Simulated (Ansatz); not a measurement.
# Si on Cu(100): change of the work function

How does Si on the hollow site change the work function of Cu(100) as the layer fills?

Calculated with Ansatz 0.2.0; plane-wave DFT, RPBE, Ansatz PAW, in the first sound run; inputs show where later runs differ.

### 1. The starting structure

The cell holds 4 atoms: 4 Cu. Its edges and angles: a = 2.553 Å, b = 2.553 Å, c = 23.415 Å, α = 90.0°, β = 90.0°, γ = 90.0°. Vacuum lies along c.

### 2. The clean slab

The bare slab comes first, as the zero from which every change is counted. The two lowest layers are held at bulk places and the upper ones relax. The dipole correction removes the false field that a one-sided slab makes across the periodic vacuum, so each face gets a flat vacuum level of its own.

Contents of input.yaml:

```yaml
crystal:
  lattice:
    - [2.5526554801, 0.0, 0.0]
    - [0.0, 2.5526554801, 0.0]
    - [0.0, 0.0, 23.415]
  atoms:
    - { symbol: Cu, position: [0.5, 0.5, 0.3843689942] }
    - { symbol: Cu, position: [0.0, 0.0, 0.4614563314] }
    - { symbol: Cu, position: [0.5, 0.5, 0.5385436686] }
    - { symbol: Cu, position: [0.0, 0.0, 0.6156310058] }
kpoints:
  mp_grid: { grid: [12, 12, 1] }
hamiltonian:
  xc: rpbe
scf:
  occupations: { method: fermi_dirac, width: 0.1 }
  convergence: { dr2_threshold: 1.0e-08 }
efield:
  axis: 3
  dipole_correction: true
  ramp_position: 0.97
  ramp_width: 0.06
relax:
  f_tol: 0.02
  max_steps: 60
  constraints: [{ sites: [0, 1] }]
output:
  write_potential: true
  write_density: true
  volumetric_format: npy
```

Launch:

```console
ansatz run input.yaml --threads 4 --pin off --max-ram 12288MiB --backend cpu --events-out ev --progress --plain --runs-dir out
```

Numbers of over 12 decimals in the logs are rounded to 6 here.

The log of the run:

```text
Engine: ansatz 0.2.0, x86_64-unknown-linux-gnu
Pseudopotentials: kind: paw
Pseudopotential: Cu, paw, valence charge 19, recommended cutoff 420 eV (normal), Cu.paw.azcp
Functional definition: RPBE
  parameter kappa = 0.804
  parameter beta = 0.066725
  exchange = rpbe_x(kappa = kappa, mu = beta*pi^2/3)
  correlation = pbe_c(beta = beta)
Crystal: 4 atoms, lattice volume = 152.573 Å³
Basis set: ecut = 420 eV, 3011 PW (Γ), exchange–correlation on 36×36×320 points (8 copies of the dense FFT grid, shifted against one another)
Bands: 46, of which v1, the nominal top of the filled ones, is band 38 counted from 1 (37 counted from 0)
Symmetry: 8 space group operations
k-points: 28 of 144
Non-local potential: Cu, projectors of the file, l = 0: 3, l = 1: 2, l = 2: 3, l = 3: 1
PAW form: soft (Blöchl's): semilocal exchange-correlation on the pseudo side does not see the compensation charge
PAW frozen core: Cu, regenerated for the run's functional, and the local potential with it (the file was generated under x = pbe(κ = 0.804, μ = 0.219515), c = pbe(β = 0.066725))
PAW one-centre angular grid: Cu, 590 points (default); XC on 64 Gauss nodes
Initial density: superposition of atomic densities (neutral atoms: chi_scale 0, normalization atom), corrected by the library's trained network
Initial wavefunctions: pseudopotential atomic-orbital guess
Functional: x = rpbe, c = pbe(β = 0.066725)
SCF iter   1: F=—  HF=-26520.417907 eV  |F-HF|=—  |Δ(HF+E_count)|=         —  Δρ=5.85e-3  dr2=2.99e-2  ethr=1.77e-3  p=0.000 e·Å  D=5.79e-14 V/Å  ΔV_dip=-0.00 eV  dr2_dipole=1.22e-8  V_vac-E_F(+/−)=4.37/4.37 eV  ⟨swp⟩=8.7  Hψ=5661  notcnv=0  defer=6
efield: sawtooth ramp at fractional position 0.9700 (set: `efield.ramp_position`, or a place that a band, a saddle search or an elastic batch's reference lends), width 0.0600; the density the first Hamiltonian is built on has a dipole p = 0.000 e·Å; the dipole correction subtracts the counter field D = 5.79e-14 V/Å, which shifts the + side's vacuum level by -0.00 eV against the − side's; the planar-averaged density in the ramp window peaks in size at 3.2e-5 e/Å³
preconditioner: auto → LDOS  [metal: Δε(μ)=0.081 eV  Ē_g=8.071 eV  σ=0.100 eV  W_gap=0.20  n_scr=18 (ndim 8)  ℏωp=19.9 eV  f_vac=0.639  D(μ)=1.26/eV (n_scr^D=8)  β→1.0]
SCF iter   2: F=—  HF=-26520.485290 eV  |F-HF|=—  |Δ(HF+E_count)|=   6.74e-2  Δρ=1.84e-2  dr2=2.86e-1  ethr=3.94e-5  p=-0.000 e·Å  D=-9.27e-6 V/Å  ΔV_dip=0.00 eV  dr2_dipole=2.18e-6  V_vac-E_F(+/−)=4.32/4.32 eV  ⟨swp⟩=3.0  Hψ=3215  notcnv=0  defer=52
SCF iter   3: F=—  HF=-26520.418225 eV  |F-HF|=—  |Δ(HF+E_count)|=   6.71e-2  Δρ=9.19e-4  dr2=9.05e-4  ethr=3.94e-5  p=-0.000 e·Å  D=-1.09e-4 V/Å  ΔV_dip=0.00 eV  dr2_dipole=1.02e-7  V_vac-E_F(+/−)=4.42/4.42 eV  ⟨swp⟩=2.2  Hψ=2487  notcnv=0  defer=52
SCF iter   4: F=—  HF=-26520.418072 eV  |F-HF|=—  |Δ(HF+E_count)|=   1.53e-4  Δρ=9.51e-4  dr2=8.95e-4  ethr=1.19e-6  p=0.000 e·Å  D=1.80e-4 V/Å  ΔV_dip=-0.00 eV  dr2_dipole=1.32e-6  V_vac-E_F(+/−)=4.40/4.40 eV  ⟨swp⟩=2.8  Hψ=2712  notcnv=0  defer=52
SCF iter   5: F=—  HF=-26520.417916 eV  |F-HF|=—  |Δ(HF+E_count)|=   1.56e-4  Δρ=2.16e-4  dr2=7.69e-5  ethr=1.18e-6  p=-0.000 e·Å  D=-1.12e-5 V/Å  ΔV_dip=0.00 eV  dr2_dipole=2.80e-8  V_vac-E_F(+/−)=4.40/4.40 eV  ⟨swp⟩=2.0  Hψ=1807  notcnv=0  defer=52
SCF iter   6: F=—  HF=-26520.417913 eV  |F-HF|=—  |Δ(HF+E_count)|=   2.57e-6  Δρ=9.02e-5  dr2=1.05e-5  ethr=1.01e-7  p=-0.000 e·Å  D=-2.96e-6 V/Å  ΔV_dip=0.00 eV  dr2_dipole=2.29e-8  V_vac-E_F(+/−)=4.41/4.41 eV  ⟨swp⟩=2.1  Hψ=1770  notcnv=0  defer=52
SCF iter   7: F=—  HF=-26520.417926 eV  |F-HF|=—  |Δ(HF+E_count)|=   1.23e-5  Δρ=5.09e-5  dr2=2.50e-6  ethr=1.39e-8  p=-0.000 e·Å  D=-6.40e-6 V/Å  ΔV_dip=0.00 eV  dr2_dipole=3.18e-8  V_vac-E_F(+/−)=4.41/4.41 eV  ⟨swp⟩=2.0  Hψ=1834  notcnv=0  defer=52
SCF iter   8: F=—  HF=-26520.417932 eV  |F-HF|=—  |Δ(HF+E_count)|=   5.71e-6  Δρ=8.47e-6  dr2=7.83e-8  ethr=3.29e-9  p=0.000 e·Å  D=9.42e-8 V/Å  ΔV_dip=-0.00 eV  dr2_dipole=2.95e-10  V_vac-E_F(+/−)=4.41/4.41 eV  ⟨swp⟩=2.0  Hψ=1830  notcnv=0  defer=51
SCF iter   9: F=—  HF=-26520.417932 eV  |F-HF|=—  |Δ(HF+E_count)|=   5.39e-7  Δρ=6.56e-6  dr2=4.02e-8  ethr=1.03e-10  p=-0.000 e·Å  D=-1.42e-6 V/Å  ΔV_dip=0.00 eV  dr2_dipole=6.13e-10  V_vac-E_F(+/−)=4.41/4.41 eV  ⟨swp⟩=3.2  Hψ=2365  notcnv=0  defer=48
SCF iter  10: F=-26520.417932 eV  HF=-26520.417932 eV  |F-HF|=1.08e-7  |Δ(HF+E_count)|=   1.61e-7  Δρ=2.69e-6  dr2=7.11e-9  ethr=1.32e-11  p=0.000 e·Å  D=4.03e-7 V/Å  ΔV_dip=-0.00 eV  dr2_dipole=1.79e-11  V_vac-E_F(+/−)=4.41/4.41 eV  ⟨swp⟩=7.8  Hψ=8776  notcnv=0
SCF 1 converged in 10 iterations: F = -26520.417932 eV  dr2 = 7.11e-9
  greatest PAW one-centre occupation: 1.000 electrons in one spin orbital (limit 2), on the Cu atom at site 3 (counted from 0), in its partial waves of l = 0
relax step   1: F+E_penalty+E_count = -26520.41793234 eV  Δ(F+E_penalty+E_count) = +0.000e0 eV  max|allowed force component| = 2.186e-1 eV/Å  Δτ_max = 0.0000 Å  (10 SCF iters, accepted)
Initial density: handed on by an earlier stage of this run
Initial wavefunctions: those handed on with the density
iter 1 solved again at ethr=9.63e-6 eV; its pass at ethr=3.10e-3 eV (dr2=7.32e-3 eV) is discarded
SCF iter   1: F=—  HF=-26520.429996 eV  |F-HF|=—  |Δ(HF+E_count)|=         —  Δρ=2.89e-3  dr2=7.24e-3  ethr=9.63e-6  p=0.000 e·Å  D=1.81e-6 V/Å  ΔV_dip=-0.00 eV  dr2_dipole=5.27e-5  V_vac-E_F(+/−)=4.41/4.41 eV  ⟨swp⟩=2.6  Hψ=4526  notcnv=0  defer=52
efield: sawtooth ramp at fractional position 0.9700 (set: `efield.ramp_position`, or a place that a band, a saddle search or an elastic batch's reference lends), width 0.0600; the density the first Hamiltonian is built on has a dipole p = 0.000 e·Å; the dipole correction subtracts the counter field D = 1.81e-6 V/Å, which shifts the + side's vacuum level by -0.00 eV against the − side's; the planar-averaged density in the ramp window peaks in size at 1.8e-5 e/Å³
preconditioner: auto → LDOS  [metal: Δε(μ)=0.068 eV  Ē_g=8.048 eV  σ=0.100 eV  W_gap=0.17  n_scr=18 (ndim 8)  ℏωp=19.9 eV  f_vac=0.636  D(μ)=1.30/eV (n_scr^D=8)  β→1.0]
SCF iter   2: F=—  HF=-26520.427839 eV  |F-HF|=—  |Δ(HF+E_count)|=   2.16e-3  Δρ=2.10e-3  dr2=5.88e-3  ethr=9.52e-6  p=0.001 e·Å  D=1.44e-3 V/Å  ΔV_dip=-0.03 eV  dr2_dipole=4.05e-4  V_vac-E_F(+/−)=4.37/4.41 eV  ⟨swp⟩=2.0  Hψ=2336  notcnv=0  defer=52
[...]
SCF iter   8: F=—  HF=-26520.426738 eV  |F-HF|=—  |Δ(HF+E_count)|=   3.82e-7  Δρ=1.10e-5  dr2=1.23e-7  ethr=3.79e-10  p=-0.000 e·Å  D=-1.70e-4 V/Å  ΔV_dip=0.00 eV  dr2_dipole=1.57e-9  V_vac-E_F(+/−)=4.41/4.41 eV  ⟨swp⟩=2.1  Hψ=2035  notcnv=0  defer=52
SCF iter   9: F=—  HF=-26520.426738 eV  |F-HF|=—  |Δ(HF+E_count)|=   3.00e-8  Δρ=2.75e-6  dr2=1.01e-8  ethr=1.32e-11  p=-0.000 e·Å  D=-1.73e-4 V/Å  ΔV_dip=0.00 eV  dr2_dipole=3.91e-10  V_vac-E_F(+/−)=4.41/4.41 eV  ⟨swp⟩=8.1  Hψ=9246  notcnv=0
SCF iter  10: F=-26520.426738 eV  HF=-26520.426738 eV  |F-HF|=6.19e-9  |Δ(HF+E_count)|=   4.44e-8  Δρ=1.98e-6  dr2=4.29e-9  ethr=1.32e-11  p=-0.000 e·Å  D=-1.75e-4 V/Å  ΔV_dip=0.00 eV  dr2_dipole=2.14e-10  V_vac-E_F(+/−)=4.41/4.41 eV  ⟨swp⟩=9.0  Hψ=8038  notcnv=0
SCF 2 converged in 10 iterations: F = -26520.426738 eV  dr2 = 4.29e-9
relax step   2: F+E_penalty+E_count = -26520.42673845 eV  Δ(F+E_penalty+E_count) = -8.806e-3 eV  max|allowed force component| = 1.306e-1 eV/Å  Δτ_max = 0.0411 Å  (10 SCF iters, accepted)
SCF iter   1: F=—  HF=-26520.439156 eV  |F-HF|=—  |Δ(HF+E_count)|=         —  Δρ=4.35e-3  dr2=1.64e-2  ethr=2.17e-4  p=-0.000 e·Å  D=-1.76e-4 V/Å  ΔV_dip=0.00 eV  dr2_dipole=1.08e-4  V_vac-E_F(+/−)=4.40/4.40 eV  ⟨swp⟩=4.6  Hψ=3336  notcnv=0  defer=51
efield: sawtooth ramp at fractional position 0.9700 (set: `efield.ramp_position`, or a place that a band, a saddle search or an elastic batch's reference lends), width 0.0600; the density the first Hamiltonian is built on has a dipole p = -0.000 e·Å; the dipole correction subtracts the counter field D = -1.76e-4 V/Å, which shifts the + side's vacuum level by +0.00 eV against the − side's; the planar-averaged density in the ramp window peaks in size at 4.3e-6 e/Å³
preconditioner: auto → LDOS  [metal: Δε(μ)=0.015 eV  Ē_g=7.999 eV  σ=0.100 eV  W_gap=0.04  n_scr=18 (ndim 8)  ℏωp=19.9 eV  f_vac=0.635  D(μ)=1.33/eV (n_scr^D=8)  β→1.0]
SCF iter   2: F=—  HF=-26520.435458 eV  |F-HF|=—  |Δ(HF+E_count)|=   3.70e-3  Δρ=3.89e-3  dr2=2.05e-2  ethr=2.16e-5  p=0.002 e·Å  D=2.94e-3 V/Å  ΔV_dip=-0.07 eV  dr2_dipole=2.76e-3  V_vac-E_F(+/−)=4.35/4.42 eV  ⟨swp⟩=2.0  Hψ=2642  notcnv=0  defer=53
SCF iter   3: F=—  HF=-26520.436913 eV  |F-HF|=—  |Δ(HF+E_count)|=   1.46e-3  Δρ=5.19e-3  dr2=2.49e-2  ethr=2.16e-5  p=-0.001 e·Å  D=-1.24e-3 V/Å  ΔV_dip=0.03 eV  dr2_dipole=4.19e-4  V_vac-E_F(+/−)=4.45/4.42 eV  ⟨swp⟩=2.1  Hψ=2417  notcnv=0  defer=53
SCF iter   4: F=—  HF=-26520.433260 eV  |F-HF|=—  |Δ(HF+E_count)|=   3.65e-3  Δρ=2.69e-3  dr2=6.60e-3  ethr=2.16e-5  p=-0.001 e·Å  D=-9.17e-4 V/Å  ΔV_dip=0.02 eV  dr2_dipole=1.06e-4  V_vac-E_F(+/−)=4.43/4.41 eV  ⟨swp⟩=2.1  Hψ=1553  notcnv=0  defer=53
SCF iter   5: F=—  HF=-26520.432006 eV  |F-HF|=—  |Δ(HF+E_count)|=   1.25e-3  Δρ=7.45e-4  dr2=5.30e-4  ethr=8.68e-6  p=-0.000 e·Å  D=-3.27e-4 V/Å  ΔV_dip=0.01 eV  dr2_dipole=2.53e-5  V_vac-E_F(+/−)=4.41/4.41 eV  ⟨swp⟩=2.0  Hψ=1782  notcnv=0  defer=53
SCF iter   6: F=—  HF=-26520.431882 eV  |F-HF|=—  |Δ(HF+E_count)|=   1.24e-4  Δρ=1.00e-4  dr2=1.96e-5  ethr=6.98e-7  p=-0.000 e·Å  D=-3.34e-4 V/Å  ΔV_dip=0.01 eV  dr2_dipole=4.80e-6  V_vac-E_F(+/−)=4.41/4.41 eV  ⟨swp⟩=2.0  Hψ=1851  notcnv=0  defer=53
SCF iter   7: F=—  HF=-26520.431883 eV  |F-HF|=—  |Δ(HF+E_count)|=   1.27e-6  Δρ=2.18e-5  dr2=6.29e-7  ethr=2.58e-8  p=-0.000 e·Å  D=-4.03e-4 V/Å  ΔV_dip=0.01 eV  dr2_dipole=5.17e-9  V_vac-E_F(+/−)=4.41/4.40 eV  ⟨swp⟩=2.0  Hψ=2167  notcnv=0  defer=53
SCF iter   8: F=—  HF=-26520.431891 eV  |F-HF|=—  |Δ(HF+E_count)|=   7.74e-6  Δρ=1.17e-5  dr2=1.59e-7  ethr=8.28e-10  p=-0.000 e·Å  D=-4.22e-4 V/Å  ΔV_dip=0.01 eV  dr2_dipole=2.85e-9  V_vac-E_F(+/−)=4.41/4.40 eV  ⟨swp⟩=2.1  Hψ=1879  notcnv=0  defer=53
SCF iter   9: F=—  HF=-26520.431891 eV  |F-HF|=—  |Δ(HF+E_count)|=   2.28e-7  Δρ=7.42e-6  dr2=5.59e-8  ethr=2.10e-10  p=-0.000 e·Å  D=-4.40e-4 V/Å  ΔV_dip=0.01 eV  dr2_dipole=7.10e-10  V_vac-E_F(+/−)=4.41/4.40 eV  ⟨swp⟩=2.0  Hψ=1851  notcnv=0  defer=53
SCF iter  10: F=-26520.431891 eV  HF=-26520.431891 eV  |F-HF|=2.03e-8  |Δ(HF+E_count)|=   4.26e-9  Δρ=2.64e-6  dr2=8.99e-9  ethr=1.32e-11  p=-0.000 e·Å  D=-4.45e-4 V/Å  ΔV_dip=0.01 eV  dr2_dipole=1.38e-9  V_vac-E_F(+/−)=4.41/4.40 eV  ⟨swp⟩=7.7  Hψ=8927  notcnv=0
SCF 3 converged in 10 iterations: F = -26520.431891 eV  dr2 = 8.99e-9
relax step   3: F+E_penalty+E_count = -26520.43189142 eV  Δ(F+E_penalty+E_count) = -5.153e-3 eV  max|allowed force component| = 1.052e-2 eV/Å  Δτ_max = 0.0616 Å  (10 SCF iters, accepted)
NSCF: frozen V_eff on 28 k-points
the band table was solved once a step of the walk had ended and its energy, with any forces and stress, was formed, with the checks that follow a solve (7057 applications of the Hamiltonian). They found nothing against the state; the energy, forces and stress were not computed again (output.eigenvalues in the input reference)
WARN: The input density's exchange-correlation potential varies sharply where the density is thin. Do not read a vacuum level from v_tot or v_xc, or from such a field of the output density. On a cell that repeats whose density bears no net charge and no dipole along the vacuum's axis use v_es (v_loc + v_h of the components); under efield.dipole_correction with no amplitude use v_es + v_field, which holds any external [...]
SCF converged after 10 iterations
Free energy (F): -26520.431891 eV
Harris-Foulkes:  -26520.431891 eV  (|F-HF|=2.03e-8)
Internal energy: -26520.386682 eV  (E = F + TS)
E sigma→0 (E₀):  -26520.409287 eV
Entropy (-TS):   -0.045209 eV (-11.302 meV/atom)
Fermi energy:    2.244457 eV
Dipole field:    D = -0.000502 V/Å  (p = -0.000423 e·Å, saw-weighted, corrected)
Work function:   Φ+ = 4.4141 eV   Φ− = 4.4024 eV
Levels:          The Fermi level and band energies are counted from a zero that moves with the ramp; work functions are not
--- Per-component energies (eV) ---
  E_band       = -2524.095023
  E_kinetic    = 1196.832722
  E_local      = -166507.467848  (includes V_loc(G=0)·N_el)
  E_nonlocal   = 1567.173866
  E_hartree    = 81749.081532
  E_xc         = -354.866504
  E_vxc        = -456.788045  (∫ρ·V_xc dr)
  E_paw        = -6681.690466  (= ΣΔE_a)
  E_vpaw       = -1822.024049  (= ΣTr[D̂ρ^β])
  E_aug_tail   = 0.001226  (compensation charges beyond the density's cutoff)
  E_efield     = 0.000000  (sawtooth field / dipole correction)
  E_vefield    = 0.001732  (∫n·V_field dr)
  E_ewald      = 62510.717835
  E_core_change = -0.169045  (= ΣΔE_core)
  E_smearing   = -0.045209  (= −TS)
  E_closure    = -0.000000  (closes the sum)
  Σ components = -26520.431891   (vs F -26520.431891, Δ=0.00e0)
--- Forces (eV/Å), atoms counted from 1 ---
  atom   1  Cu     0.00000000     0.00000000    -0.08787400
  atom   2  Cu     0.00000000     0.00000000     0.07664847
  atom   3  Cu     0.00000000     0.00000000     0.01052106
  atom   4  Cu    -0.00000000     0.00000000     0.00069965
  max |Σ_I F_I| component: 4.82e-6 eV/Å
--- Band table (eV; the first three rows and the last of 28) ---
  k-point 0: bands = [... 34 lower, 0.5778, 0.7914, 0.8080, 0.8080, 0.8162, 1.7362, 3.2463, 6.3604, ... 4 higher]
  k-point 1: bands = [... 34 lower, 0.6419, 0.6678, 0.7219, 0.7740, 0.8390, 2.0198, 3.5836, 6.5141, ... 4 higher]
  k-point 2: bands = [... 34 lower, 0.6360, 0.6597, 0.7188, 0.7756, 0.8318, 2.6467, 4.4014, 6.9738, ... 4 higher]
  k-point 27: bands = [... 34 lower, 1.1797, 1.1952, 4.8223, 4.8223, 6.9071, 6.9071, 9.7054, 9.7093, ... 4 higher]
--- Relaxed structure (3 steps of the walk, 3 accepted, 0 SCFs on fresh bases) ---
  F+E_penalty+E_count = -26520.43189142 eV   max|allowed force component| = 1.052e-2 eV/Å
  atoms:
    - { symbol: Cu, position: [0.5, 0.5, 0.384369] }
    - { symbol: Cu, position: [0.0, 0.0, 0.461456] }
    - { symbol: Cu, position: [0.5, 0.5, 0.541911] }
    - { symbol: Cu, position: [0, 0.0, 0.620016] }
```

It took 30 s on 4 threads of Intel Xeon Platinum 8259CL at 2.50GHz (Skylake/Cascade Lake), shared host; peak memory 0.59 GiB; 1.7 min of CPU time.

Relaxation path:

```csv
step,energy less that of the first step (eV),largest force component (eV/Å)
1,0.0000,0.2186
2,-0.0088,0.1306
3,-0.0140,0.0105
```

Forces are held to the 8 operations that the run works with; a distortion that breaks them can't arise in this run.

The atoms that moved most (Å):

```csv
atom,dx,dy,dz,length
Cu4,0.000,0.000,0.103,0.103
Cu3,0.000,0.000,0.079,0.079
```

Numbers from this step:

| Quantity | Value |
| --- | --- |
| energy at zero smearing | -26520.4093 eV |
| work function, upper face | 4.414 eV |
| dipole along the normal | -4.23e-4 e·Å |

Running mean over 1.805 Å of the planar mean; the ramp of the sawtooth is left out. The electron's electrostatic potential energy less the Fermi level by z:

```csv
z (Å),electron's electrostatic potential energy less the Fermi level (eV)
3,4.40
4,4.40
5,4.40
6,4.36
7,3.91
8,-1.59
9,-8.40
10,-8.80
11,-8.68
12,-8.19
13,-8.73
14,-8.55
15,-6.41
16,2.42
17,4.26
18,4.40
19,4.41
20,4.41
```

The relaxation took 3 steps and lowered the energy by 0.014 eV; the largest force on the free atoms ends at 0.011 eV/Å.

The work function of the upper face is 4.41 eV.

(Continued in part 2 of 5.)

[Logs are printed without paths, hosts, clocks, repeated set-up lines and the standing remarks that a program may print on its own settings, such as how far it seeks lower states.]

[Hosts, paths, dates, database ids (printed as entryN), source tags and the programs' standing remarks are cut or masked in the printed files.]

[Maps of the electrostatic potential energy from Ansatz leave out the sawtooth potential of an applied field or a dipole correction, so their vacuum need not be flat; planar profiles and work functions include it.]
